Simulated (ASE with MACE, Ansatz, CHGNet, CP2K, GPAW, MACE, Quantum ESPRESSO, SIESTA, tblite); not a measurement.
## Twisted 2H-MoTe2/1T-TiSe2 bilayer, 21.79° (42 atoms) in machine-learned potentials

Aim: run twisted 2H-MoTe2/1T-TiSe2 bilayer, 21.79° (42 atoms) in machine-learned potentials and see how near its forces come to a plane-wave reference, and at what cost.

Program: ASE with MACE. Level of theory: the method is named at each step. Results are calculated unless marked as measured.

## Step 1: Starting point

The cell holds 42 atoms: 7 Mo, 14 Te, 7 Ti and 14 Se. Its edges and angles: a = 9.339 Å, b = 9.339 Å, c = 26.040 Å, α = 90.0°, β = 90.0°, γ = 120.0°. 2H-MoTe2 (a = 3.52 Å) under 1T-TiSe2 (a = 3.54 Å), bilayer, commensurate cell of 7 unit cells a layer, twist 21.79 deg, both strained to the mean lattice constant; facing planes 3.34 Å apart; 16 Å of vacuum; layers as built, displaced by a Gaussian of 0.01 Å. Then every atom was moved at random, 0.03 Å r.m.s. a Cartesian component. Regions: layer 1, 21 atoms (7 Mo and 14 Te); layer 2, 21 atoms (7 Ti and 14 Se). Vacuum lies along c.

The yardstick, on the same geometry:

```
method                 : Kohn-Sham DFT, PBE, PAW, plane waves (Ansatz 0.2.0); cutoff 420 eV, Γ point, fermi-dirac smearing of 0.05 eV; PAW set soft_2
r.m.s. force component : 0.4396 eV/Å
longest force          : 1.668 eV/Å
SCF cycles             : 23
time                   : 19 s on 8 threads of Arm Neoverse V2, shared host
CPU time               : 2.3 min
```

## Step 2: MACE MPA-0 medium potential

Method: machine-learned interatomic potential MACE MPA-0 medium, trained on PBE(+U) plane-wave data.

The input, run.py:

```python
import numpy as np
from ase.io import read
import mlip  # loads the published weights by name

atoms = read("structure.xyz")
atoms.calc = mlip.calc("mace-mpa-0-medium")
energy = atoms.get_potential_energy()
forces = atoms.get_forces()
print(f"energy {energy:.6f} eV")
print("forces (eV/A)")
for i, (a, f) in enumerate(zip(atoms, forces)):
    print(f"{i:4d} {a.symbol:2s} {f[0]:10.5f} {f[1]:10.5f} {f[2]:10.5f}")
```

The input, structure.xyz:

```xyz
42
Lattice="9.33950 0.00000 0.00000 -4.66975 8.08824 0.00000 0.00000 0.00000 26.04000" Properties=species:S:1:pos:R:3 pbc="T T T"
Mo 0.65465 1.95371 9.75432
Te 2.00617 0.35580 11.63389
Te 2.01635 0.35790 8.01433
Mo 0.01672 5.32562 9.75302
Te 1.36240 3.84070 11.58155
Te 1.32042 3.84353 7.96251
Mo 4.02691 0.80122 9.78713
Te 0.64825 7.29883 11.57869
Te 0.66138 7.34485 7.98386
Mo 3.38459 4.24544 9.81630
Te 4.65840 2.69880 11.59848
Te 4.62866 2.76052 8.06250
Mo 2.64158 7.73592 9.75563
Te 3.97074 6.13889 11.63311
Te 4.03639 6.17092 8.00652
Mo 6.62619 3.02403 9.80562
Te 8.00451 1.54874 11.62321
Te 8.02772 1.56516 7.99324
Mo -3.36045 6.51637 9.78844
Te -1.96601 4.98794 11.58129
Te -2.00748 5.01366 8.05626
Ti -2.03256 5.76206 16.47941
Se -0.63807 7.33992 17.98348
Se -0.00177 5.41330 14.95920
Ti 4.67115 8.07805 16.49504
Se 1.25350 1.58457 18.11681
Se -2.65732 7.68553 15.00659
Ti 0.70182 3.41639 16.45832
Se 2.03498 5.00064 18.04442
Se 2.68053 3.08243 14.92196
Ti 1.29235 6.88592 16.48801
Se 7.34071 0.37926 18.02984
Se 3.33280 6.55730 14.92561
Ti 3.36549 1.14157 16.47785
Se 4.71425 2.68829 18.06030
Se 5.36148 0.76588 14.90295
Ti 4.04573 4.62526 16.52524
Se 5.31273 6.11608 18.04442
Se 5.97831 4.23791 14.99383
Ti 6.67578 2.32796 16.50962
Se -1.27806 3.79217 18.03921
Se -0.67151 1.97175 14.94696
```

The run is started by

```console
$ OMP_NUM_THREADS=1 python run.py > output.txt
```

What it wrote:

```text
energy -252.307593 eV
forces (eV/A)
   0 Mo    0.21327   -0.40412    0.76048
   1 Te   -0.08377    0.29514   -0.54141
   2 Te   -0.05442    0.16556   -0.32264
   3 Mo    0.23572    0.62833    0.50138
   4 Te   -0.21347   -0.02638    0.31429
   5 Te    0.46156    0.02272   -0.36163
   6 Mo   -0.19510   -0.25984    0.35157
   7 Te    0.09407   -0.12151    0.06557
   8 Te   -0.07426   -0.24559   -0.38392
   9 Mo   -0.78838    0.30814   -0.03995
  10 Te    0.06268   -0.11151    0.82604
  11 Te    0.33163   -0.52496   -1.46070
  12 Mo    0.29244   -0.15862    0.66483
  13 Te    0.20142    0.38529   -0.23815
  14 Te   -0.42512    0.05963   -0.54548
  15 Mo    0.52584    0.41060    0.17809
  16 Te   -0.01238   -0.25613   -0.23118
  17 Te   -0.33407   -0.08858   -0.62886
  18 Mo    0.02823    0.32600    0.84233
  19 Te   -0.15674   -0.07306    0.22757
  20 Te   -0.11759   -0.36092   -0.93580
  21 Ti    0.29420   -0.16714    0.36844
  22 Se   -0.24918   -0.11372    0.53872
  23 Se   -0.08352   -0.19231   -0.18907
[...]
34 Se   -0.26506   -0.10582    0.04997
  35 Se   -0.10439    0.10468    0.24560
  36 Ti   -0.52022   -0.06177   -0.19593
  37 Se    0.26128    0.33610    0.29076
  38 Se    0.16172   -0.04232   -0.50063
  39 Ti    0.08907   -0.26472    0.02252
  40 Se   -0.22810    0.37795    0.04183
  41 Se    0.10170   -0.27895    0.06767
```

The job ended after 6 s (1 thread of Arm Neoverse V2, shared host; peak memory 0.69 GiB).

Banners, paths, timers and routine set-up lines are dropped from the logs unmarked, and long logs keep their key lines alone; longer cuts are marked.

Numbers from this run, and their distance from the reference:

* r.m.s. force component: 0.3395 eV/Å
* r.m.s. difference of force components: 218.3 meV/Å
* longest difference of force vectors: 1025 meV/Å
* force difference over r.m.s. force: 49.66 %
* slope of forces against the reference's: 0.6748
* correlation of force components: 0.8739

Length of the force difference by element (eV/Å):

| element | atoms | mean | most |
| --- | --- | --- | --- |
| Mo | 7 | 0.38 | 0.50 |
| Se | 14 | 0.32 | 0.43 |
| Te | 14 | 0.13 | 0.22 |
| Ti | 7 | 0.62 | 1.0 |

The surroundings of Te12, which bears the longest force, nearest first, numbered as they follow in the input and with coordinates relative to it.

| atom | x | y | z | distance (Å) | bonds | Fx | Fy | Fz (eV/Å) |
| --- | --- | --- | --- | --- | --- | --- | --- | --- |
| Te12 | 0.00 | 0.00 | 0.00 | 0.00 | 3 | 0.33 | -0.52 | -1.46 |
| Mo10 | -1.24 | 1.48 | 1.75 | 2.61 | 6 | -0.79 | 0.31 | -0.04 |
| Mo16 | 2.00 | 0.26 | 1.74 | 2.66 | 6 | 0.53 | 0.41 | 0.18 |
| Mo7 | -0.60 | -1.96 | 1.72 | 2.68 | 6 | -0.20 | -0.26 | 0.35 |
| Te15 | -0.59 | 3.41 | -0.06 | 3.46 | 3 | -0.43 | 0.06 | -0.55 |
| Te6 | -3.31 | 1.08 | -0.10 | 3.48 | 3 | 0.46 | 0.02 | -0.36 |
| Te21 | 2.70 | 2.25 | -0.01 | 3.52 | 3 | -0.12 | -0.36 | -0.94 |
| Te11 | 0.03 | -0.06 | 3.54 | 3.54 | 3 | 0.06 | -0.11 | 0.83 |
| Te3 | -2.61 | -2.40 | -0.05 | 3.55 | 3 | -0.05 | 0.17 | -0.32 |
| Te9 | 0.70 | -3.50 | -0.08 | 3.57 | 3 | -0.07 | -0.25 | -0.38 |
| Te18 | 3.40 | -1.20 | -0.07 | 3.60 | 3 | -0.33 | -0.09 | -0.63 |

Atoms are counted from 1 here, from 0 in the log.

Forces lie 50 % from the reference's, at 0.043 times its CPU time (on 1 against 8 cores).

## Step 3: MACE MP-0b2 small potential

Method: machine-learned interatomic potential MACE MP-0b2 small, trained on PBE(+U) plane-wave data.

Edit run.py of step 2 so:

```diff
@@ -5,3 +5,3 @@
 atoms = read("structure.xyz")
-atoms.calc = mlip.calc("mace-mpa-0-medium")
+atoms.calc = mlip.calc("mace-mp-0b2-small")
 energy = atoms.get_potential_energy()
```

structure.xyz is that of step 2.

What it wrote:

```text
energy -252.194487 eV
forces (eV/A)
   0 Mo    0.22601   -0.36352    1.01585
   1 Te   -0.09695    0.17500   -0.66804
   2 Te   -0.00022    0.10175   -0.31543
   3 Mo    0.29396    0.58059    0.63170
   4 Te   -0.14962   -0.03725    0.13392
   5 Te    0.48316    0.04709   -0.40888
   6 Mo   -0.21568   -0.24924    0.47153
   7 Te    0.04453   -0.13297   -0.11557
   8 Te   -0.12549   -0.25112   -0.39120
   9 Mo   -0.78457    0.34317    0.04791
  10 Te    0.01121   -0.10716    0.71470
  11 Te    0.25565   -0.41171   -1.52239
  12 Mo    0.28389   -0.16656    0.80717
  13 Te    0.10916    0.44588   -0.28856
  14 Te   -0.42478   -0.01588   -0.56736
  15 Mo    0.48725    0.28369    0.26196
  16 Te    0.10947   -0.22688   -0.29488
  17 Te   -0.30721   -0.04937   -0.67652
  18 Mo    0.01946    0.35915    1.09130
  19 Te   -0.11746   -0.01253    0.06388
  20 Te   -0.10361   -0.33181   -0.95228
  21 Ti    0.21034   -0.16736    0.33858
  22 Se   -0.22674   -0.10409    0.51815
  23 Se   -0.07287   -0.16142   -0.17017
[...]
34 Se   -0.22044   -0.07638    0.06441
  35 Se   -0.08265    0.06777    0.27217
  36 Ti   -0.41852   -0.05302   -0.13231
  37 Se    0.19840    0.31880    0.29639
  38 Se    0.12870   -0.02149   -0.46596
  39 Ti    0.02774   -0.20610    0.03187
  40 Se   -0.14509    0.29935    0.04293
  41 Se    0.07072   -0.23121    0.00232
```

Wall time 5.3 s (1 thread); peak memory 0.66 GiB.

Compared with the plane-wave run:

```
r.m.s. force component                  : 0.346 eV/Å
r.m.s. difference of force components   : 218.4 meV/Å
longest difference of force vectors     : 992.9 meV/Å
force difference over r.m.s. force      : 49.68 %
slope of forces against the reference's : 0.6863
correlation of force components         : 0.872
```

Against the first run (50 %), the force difference from the reference is 50 %, at 0.89 times the CPU time.

## Step 4: The ladder

Differences are against the plane-wave reference, forces as r.m.s. over components; share is that over the reference's r.m.s. force, slope the least-squares factor from reference forces to these. Total energies of different programs have different zeros and aren't compared.

| run | Δ force, r.m.s. (meV/Å) | share (%) | slope | cores | CPU time | memory (GiB) |
| --- | --- | --- | --- | --- | --- | --- |
| reference | - | - | - | 8 | 2.3 min | 2.6 |
| MACE MPA-0 medium potential | 218 | 49.7 | 0.675 | 1 | 6 s | 0.69 |
| MACE MP-0b2 small potential | 218 | 49.7 | 0.686 | 1 | 5.3 s | 0.66 |

Times of the machine-learned potentials are mostly Python's start and the loading of weights.

CPU time is summed over cores on a shared host, where runs went side by side, so it is rough. Symmetry, cutoffs, thresholds, outputs and thread counts weren't matched or tuned between programs; memory under MPI is the largest rank's times the ranks.

## Step 5: Summary of results

- nearest in forces: a tie at 50 % of 2 runs: MACE MPA-0 medium potential; MACE MP-0b2 small potential

In words: Machine-learned potentials differ by 50 % in each run; they were trained on other programs' data. Among those trained on PBE data the slope goes as low as 0.67, with a correlation of 0.87, so directions differ as well as sizes. Machine-learned potentials mimic data converged in k, so the reference's own k-point error enters their differences. The reference's PBE has no dispersion term, which matters for the binding between molecules or layers. The runs have no spin polarisation, so moments on Ti can't form, and no Hubbard term. The electronic-structure runs sample only Γ, in a cell whose shortest periodic width is 8 Å, which is coarse for a cell with partly filled levels. Spin–orbit coupling is left out, which matters for the levels of the heavy elements.

[Also dropped from logs without a mark: logging warnings of Python, and SIESTA's first energy breakdown and zero terms.]

[Logs are printed without paths, hosts, clocks, repeated set-up lines and the standing remarks that a program may print on its own settings, such as how far it seeks lower states.]

[Hosts, paths, dates, database ids (printed as entryN), source tags and the programs' standing remarks are cut or masked in the printed files.]
